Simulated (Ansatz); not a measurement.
MnO (P6_3mc)

The calculation used DFT PBE+U, scalar-relativistic, plane waves, PAW in Ansatz.

Settings: cutoff 420 eV, Γ-centred mesh 15×15×8 on the computed 4-atom cell, Gaussian smearing of 0.10 eV; U_eff Mn 3.90 eV on the d shells (Löwdin-orthogonalised atomic orbitals); collinear spin from starting moments 4.54 4.54 0.12 0.12 μB.

The structure is relaxed at this level of theory with its symmetry kept. This wurtzite form isn't the usual stable structure of the compound.

```cif
data_structure
_symmetry_space_group_name_H-M 'P 1'
_symmetry_Int_Tables_number 1
_cell_length_a 3.4792
_cell_length_b 3.4792
_cell_length_c 5.4724
_cell_angle_alpha 90.000
_cell_angle_beta 90.000
_cell_angle_gamma 120.000
_cell_volume 57.37
loop_
_atom_site_label
_atom_site_type_symbol
_atom_site_fract_x
_atom_site_fract_y
_atom_site_fract_z
_atom_site_occupancy
Mn1 Mn 0.33333 0.66667 0.99994 1
Mn2 Mn 0.66667 0.33333 0.49994 1
O1 O 0.33333 0.66667 0.38649 1
O2 O 0.66667 0.33333 0.88649 1
```

* Space group: P6_3mc (No. 186)
* Volume per atom: 14.34 Å³
* Kohn–Sham band gap: zero, with almost no states at the Fermi level
* Density of states at the Fermi level: 0.01 states/eV per cell (so small that it hangs on the mesh: a semimetal, or crossings between mesh points)
* Löwdin character within 0.5 eV of the Fermi level: O 2p 63 %, Mn 3d 31 %
* Bader charges (e): Mn (2 in the cell) 1.41, O (2 in the cell) -1.41
* Total moment: 10.00 μB per cell
* Site moments (μB; atoms counted from 1 over the whole cell): Mn (atom 1) 4.13, Mn (atom 2) 4.13, O (atom 3) 0.11, O (atom 4) 0.11

The state reached may not be the lowest one. The run saw a state lower than the one given here. Moments started parallel, and an antiferromagnetic order may lie lower.

Only this magnetic start was tried.

Cost: 1 run of about 3.1 core-minutes, on Arm Neoverse V1 (shared hosts).